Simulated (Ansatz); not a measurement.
input.yaml (Ansatz)

```yaml
crystal:
  lattice:
    - [-1.66031697, 1.6602261197, 1.144743719]
    - [1.6602261197, -1.66031697, 1.144743719]
    - [2.7243805429, 2.7243805429, -1.1449101115]
  atoms:
    - { symbol: Cr, position: [0.9999703313, 2.96687e-05, 0.0], spin: 1.5 }
    - { symbol: Cr, position: [0.7500296687, 0.2499703313, 0.5], spin: 1.5 }
hamiltonian:
  xc: pbe
  pseudopotentials:
    kind: paw
    azcp:
      Cr: "pseudopotentials/Cr.paw.azcp"
basis:
  ecutwfc: 420
  fft_grid_basis: typed
kpoints:
  mp_grid: { grid: [17, 17, 9], shift: [0, 0, 0] }
magnetization:
  spin_polarized: true
scf:
  occupations: { method: fermi_dirac, width: 0.05 }
  lower_state_search: "off"
output:
  stress: true
```

and its output:

```
Engine: ansatz 0.2.0, x86_64-unknown-linux-gnu
Pseudopotentials: kind: paw
Pseudopotential: Cr, paw, valence charge 14, recommended cutoff 420 eV (normal) 
Functional definition: PBE
  parameter kappa = 0.804
  parameter beta = 0.06672455060314922
  exchange = pbe_x(kappa = kappa, mu = beta*pi^2/3)
  correlation = pbe_c(beta = beta)
Crystal: 2 atoms, lattice volume = 20.711 Å³
Basis set: ecut = 420 eV, 409 PW (Γ)
Bands: 20, of which v1, the nominal top of the filled ones, is band 14 counted from 1 (13 counted from 0)
Symmetry: 4 space group operations
Space group: C2/c (ITA 15), of the structure as read, at distance tolerance 2.7e-5 Å
Magnetic group: BNS 15.85 (UNI 92), of the structure as read, at distance tolerance 2.7e-5 Å
k-points: 693 of 2601
Non-local potential: Cr, projectors of the file, l = 0: 3, l = 1: 2, l = 2: 3, l = 3: 1
PAW form: soft (Blöchl's): semilocal exchange-correlation on the pseudo side does not see the compensation charge
PAW one-centre angular grid: Cr, 590 points (default); XC on 64 Gauss nodes
Initial density: superposition of atomic densities (chi_scale 0.1, normalization cell)
Starting moments: Σ|m| = 3 μB on 2 of 2 sites
Initial wavefunctions: pseudopotential atomic-orbital guess
Functional: x = pbe(κ = 0.804, μ = 0.2195149727645171), c = pbe(β = 0.06672455060314922)
SCF iter   1: F=—  HF=-6756.651146 eV  |F-HF|=—  |Δ(HF+E_count)|=         —  Δρ=2.32e-1 (↑2.32e-1 ↓6.68e-2)  dr2=8.70e0  dr2_m=2.99e0  M=0.676 μB ∫|m|=0.682 μB  β_m=0.30  ethr=3.10e-3  ⟨swp⟩=3.5  Hψ=97764  notcnv=0
SCF iter   2: F=—  HF=-6755.119575 eV  |F-HF|=—  |Δ(HF+E_count)|=    1.53e0  Δρ=1.48e-1 (↑1.48e-1 ↓5.74e-2)  dr2=2.75e0  dr2_m=1.60e0  M=0.589 μB ∫|m|=0.598 μB  β_m=0.30  ethr=3.10e-3  ⟨swp⟩=2.1  Hψ=60353  notcnv=0  defer=948
SCF iter   3: F=—  HF=-6754.551244 eV  |F-HF|=—  |Δ(HF+E_count)|=   5.68e-1  Δρ=7.16e-2 (↑6.20e-2 ↓7.16e-2)  dr2=6.90e-2  dr2_m=7.97e-1  M=0.580 μB ∫|m|=0.583 μB  β_m=0.30  ethr=3.10e-3  ⟨swp⟩=2.5  Hψ=53237  notcnv=0  defer=948
SCF iter   4: F=—  HF=-6754.606765 eV  |F-HF|=—  |Δ(HF+E_count)|=   5.55e-2  Δρ=5.78e-2 (↑5.78e-2 ↓4.81e-2)  dr2=2.13e-2  dr2_m=5.31e-1  M=0.443 μB ∫|m|=0.448 μB  β_m=0.30  ethr=2.46e-4  ⟨swp⟩=3.0  Hψ=68003  notcnv=0  defer=657
SCF iter   5: F=—  HF=-6754.661007 eV  |F-HF|=—  |Δ(HF+E_count)|=   5.42e-2  Δρ=4.27e-2 (↑4.05e-2 ↓4.27e-2)  dr2=9.60e-4  dr2_m=3.29e-1  M=0.359 μB ∫|m|=0.364 μB  β_m=0.30  ethr=7.61e-5  ⟨swp⟩=2.1  Hψ=48852  notcnv=0  defer=657
SCF iter   6: F=—  HF=-6754.701905 eV  |F-HF|=—  |Δ(HF+E_count)|=   4.09e-2  Δρ=3.36e-2 (↑3.29e-2 ↓3.36e-2)  dr2=1.39e-4  dr2_m=2.10e-1  M=0.284 μB ∫|m|=0.289 μB  β_m=0.30  ethr=3.43e-6  ⟨swp⟩=2.0  Hψ=51671  notcnv=0  defer=657
SCF iter   7: F=—  HF=-6754.726133 eV  |F-HF|=—  |Δ(HF+E_count)|=   2.42e-2  Δρ=2.67e-2 (↑2.66e-2 ↓2.67e-2)  dr2=7.63e-6  dr2_m=1.35e-1  M=0.224 μB ∫|m|=0.229 μB  β_m=0.30  ethr=4.97e-7  ⟨swp⟩=2.4  Hψ=55439  notcnv=0  defer=657
SCF iter   8: F=—  HF=-6754.741181 eV  |F-HF|=—  |Δ(HF+E_count)|=   1.50e-2  Δρ=2.14e-2 (↑2.14e-2 ↓2.12e-2)  dr2=1.08e-5  dr2_m=8.62e-2  M=0.176 μB ∫|m|=0.181 μB  β_m=0.30  ethr=2.72e-8  ⟨swp⟩=3.0  Hψ=53975  notcnv=0  defer=657
Mixer restart at iter 8: flushing history
spin-set hold released at iteration 8 (site moments contracting): the magnetisation degrees of freedom join the quasi-Newton model from the next iteration; the mixer history was flushed
SCF iter   9: F=—  HF=-6754.750799 eV  |F-HF|=—  |Δ(HF+E_count)|=   9.62e-3  Δρ=1.71e-2 (↑1.71e-2 ↓1.69e-2)  dr2=7.39e-6  dr2_m=5.49e-2  M=0.138 μB ∫|m|=0.143 μB  β_m=0.55  ethr=2.72e-8  ⟨swp⟩=3.0  Hψ=53291  notcnv=0  defer=657
SCF iter  10: F=—  HF=-6754.767247 eV  |F-HF|=—  |Δ(HF+E_count)|=   1.64e-2  Δρ=2.57e-3 (↑2.57e-3 ↓2.46e-3)  dr2=3.31e-6  dr2_m=1.20e-3  M=0.020 μB ∫|m|=0.023 μB  β_m=0.77  ethr=2.64e-8  ⟨swp⟩=3.3  Hψ=61287  notcnv=0  defer=657
SCF iter  11: F=—  HF=-6754.767656 eV  |F-HF|=—  |Δ(HF+E_count)|=   4.10e-4  Δρ=1.74e-4 (↑1.38e-4 ↓1.74e-4)  dr2=5.37e-6  dr2_m=2.90e-6  M=0.000 μB ∫|m|=0.002 μB  β_m=0.88  ethr=1.18e-8  ⟨swp⟩=2.9  Hψ=54658  notcnv=0  defer=618
SCF iter  12: F=—  HF=-6754.767667 eV  |F-HF|=—  |Δ(HF+E_count)|=   1.06e-5  Δρ=1.90e-4 (↑1.90e-4 ↓1.37e-4)  dr2=1.44e-5  dr2_m=3.93e-7  M=0.000 μB ∫|m|=0.001 μB  β_m=0.69  ethr=1.18e-8  ⟨swp⟩=2.3  Hψ=47893  notcnv=0  defer=617
iter 13 did not close the SCF: its close was put off for a magnetic moment that had not settled (scf_convergence_deferred on its scf_iter line)
SCF iter  13: F=-6754.767663 eV  HF=-6754.767663 eV  |F-HF|=9.50e-8  |Δ(HF+E_count)|=   4.23e-6  Δρ=2.80e-5 (↑1.80e-5 ↓2.80e-5)  dr2=4.06e-8  dr2_m=9.12e-8  M=0.000 μB ∫|m|=0.000 μB  β_m=0.81  ethr=3.57e-10  ⟨swp⟩=4.8  Hψ=123595  notcnv=0
iter 14 did not close the SCF: its close was put off for a magnetic moment that had not settled (scf_convergence_deferred on its scf_iter line)
SCF iter  14: F=-6754.767663 eV  HF=-6754.767663 eV  |F-HF|=4.97e-9  |Δ(HF+E_count)|=   1.61e-7  Δρ=5.09e-6 (↑5.09e-6 ↓4.28e-6)  dr2=1.11e-9  dr2_m=3.64e-9  M=-0.000 μB ∫|m|=0.000 μB  β_m=0.88  ethr=1.45e-10  ⟨swp⟩=1.9  Hψ=84478  notcnv=0
iter 15 did not close the SCF: its close was put off for a magnetic moment that had not settled (scf_convergence_deferred on its scf_iter line)
SCF iter  15: F=-6754.767663 eV  HF=-6754.767663 eV  |F-HF|=1.15e-10  |Δ(HF+E_count)|=   7.81e-9  Δρ=1.40e-6 (↑8.79e-7 ↓1.40e-6)  dr2=3.14e-10  dr2_m=1.19e-10  M=-0.000 μB ∫|m|=0.000 μB  β_m=0.85  ethr=3.95e-12  ⟨swp⟩=1.0  Hψ=80149  notcnv=0
SCF iter  16: F=-6754.767663 eV  HF=-6754.767663 eV  |F-HF|=2.00e-11  |Δ(HF+E_count)|=  7.55e-11  Δρ=3.40e-7 (↑3.40e-7 ↓2.78e-7)  dr2=8.25e-12  dr2_m=1.48e-11  M=0.000 μB ∫|m|=0.000 μB  ethr=1.12e-12  ⟨swp⟩=1.0  Hψ=79365  notcnv=0
WARN: the starting moments were not kept: the SCF closed with an absolute magnetisation of 3.9e-6 μB, where they sum to 3 μB in size (2 sites). That is at most 0.1 of that sum. Measured as dr2_m measures the in/out step, that magnetisation stands 3.3e-12 eV from none, at or under the dr2_threshold of 1.0e-7 eV: it is no larger than a step whose dr2_m would equal this threshold. The system may hold no moment; this SCF shows only that its start led to no more than that. To try another start: raise the starting moments (crystal.atoms[].spin, magnetization.per_species, magnetization.initial_magnetization, or on a non-collinear deck that types none of these the spinor_matrix: blocks that start its atoms; where the total moment is fixed, keep their sum and leave initial_magnetization as it is; typed ones take the place of any that the run laid by itself, positive ones on a crystal's lanthanoids without a Hubbard term where scf.initial_density.shell_occupations: [] is typed) or, if the notice of its spin-set hold's release reads "site moments contracting" or "site moments show no strong build", lengthen the hold (scf.mixing.spin_hold: { on: { confirm: 4 } }; for m-r²SCAN on two components see the key's manual first). Each may lead to a state that holds a moment. A second SCF, from the converged charge density, with the starting moments and any scf.initial_density.shell_occupations laid on it anew, would have followed, and was not run: the deck does not ask for one (magnetization.retry_lost_moments is false, the default). To let it run, set magnetization.retry_lost_moments: true and run the deck again, where that key's refused combinations let it; where memory then withholds it, that run's warning says so.
SCF 1 converged in 16 iterations: F = -6754.767663 eV  dr2 = 8.25e-12
SCF converged after 16 iterations
Magnetization: 0.0000 μB (14.0000 up, 14.0000 down)
Absolute magnetization: 0.0000 μB (∫|ρ↑−ρ↓|, with the PAW one-centre terms)
Spin contamination: 0.0000 ħ² per cell (⟨S²⟩ above its minimum at these occupations)
Per-site moments (μB) at R_I (Å): [(-5.234146051285992e-8, 0.9444135696620942), (-5.234146051710037e-8, 0.9444135696620942)]
Free energy (F): -6754.767663 eV
Harris-Foulkes:  -6754.767663 eV  (|F-HF|=2.00e-11)
Internal energy: -6754.755353 eV  (E = F + TS)
E sigma→0 (E₀):  -6754.761508 eV
Entropy (-TS):   -0.012310 eV (-6.155 meV/atom)
Fermi energy:    21.889005 eV
--- Per-component energies (eV) ---
  E_band       = -217.772364
  E_kinetic    = 695.613194
  E_local      = -2178.544728  (includes V_loc(G=0)·N_el)
  E_nonlocal   = 160.754204
  E_hartree    = 974.677486
  E_xc         = -282.841778
  E_vxc        = -361.145506  (∫ρ·V_xc dr)
  E_paw        = -2392.793271  (= ΣΔE_a)
  E_vpaw       = -483.805271  (= ΣTr[D̂ρ^β])
  E_aug_tail   = 0.000643  (compensation charges beyond the density's cutoff)
  E_ewald      = -3731.621103
  E_smearing   = -0.012310  (= −TS)
  E_closure    = 0.000000  (closes the sum)
  Σ components = -6754.767663   (vs F -6754.767663, Δ=0.00e0)
--- Stress (GPa, compression-positive) ---
       40.659300       0.876226       0.007691
        0.876226      40.659300       0.007691
        0.007691       0.007691      40.414494
  P = ⅓ Tr σ = 40.5777 GPa (405.777 kbar)
```

Launched by

```sh
ansatz run input.yaml --threads 1 --pin off --max-ram 3584MiB --backend cpu --events-out ev --progress --plain --runs-dir out
```

On 1 thread of Intel(R) Xeon(R) Platinum 8259CL CPU @ 2.50GHz (Skylake/Cascade Lake) (shared host) this took about 130 s of wall time and 110 s of CPU time.
